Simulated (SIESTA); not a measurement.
HfN under changes of volume

One of the cells (11.482 Å³/atom); the others are scaled copies at fixed shape and fractional positions:

```
CELL_PARAMETERS angstrom
0.00000 2.25600 2.25600
2.25600 0.00000 2.25600
2.25600 2.25600 0.00000
ATOMIC_POSITIONS crystal
Hf 0.00000 0.00000 0.00000
N 0.50000 0.50000 0.50000
```

| Item | Value |
| --- | --- |
| Program | SIESTA 5.4.2 |
| Functional | LDA |
| Potentials or basis | PseudoDojo 0.4 standard (LDA files) |
| Basis | DZP (energy shift 0.003 Ry; two zetas on semicore shells) |
| Grid cutoff | 800 Ry |
| Energy shift | 0.003 Ry |
| k mesh | 10 × 10 × 10 |
| Occupations | fermi-dirac, width 0.05 eV |
| Spin | no spin polarisation |

```tsv
volume (Å³/atom)	energy over the lowest point (meV/atom)	pressure (GPa)
10.793	17.30	13.4
11.023	?	?
11.252	0.00	-0.6
11.482	5.26	-6.6
11.712	18.66	-12.0
11.941	39.23	-16.6
12.171	66.02	-20.8
```

Task: What does the run at 11.023 Å³/atom give?

Result: Energy over the lowest point 3.69 meV/atom; pressure 6.0 GPa.

Worked out: A Birch-Murnaghan fit of order 3 (a polynomial in V^(-2/3)) to the other rows has its minimum at 11.23 Å³/atom with B0 = V·E''(V) = 310 GPa and B' = 4.6. It gives 3.57 meV/atom at 11.023 Å³/atom, against the run's 3.69, and -dE/dV = 5.9 GPa, against 6.0.

Energies are extrapolated to zero smearing.

Caveats: short orbitals over semicore shells can move pressures by several GPa; the basis of atomic orbitals isn't converged, which shifts pressures, moduli and gaps.
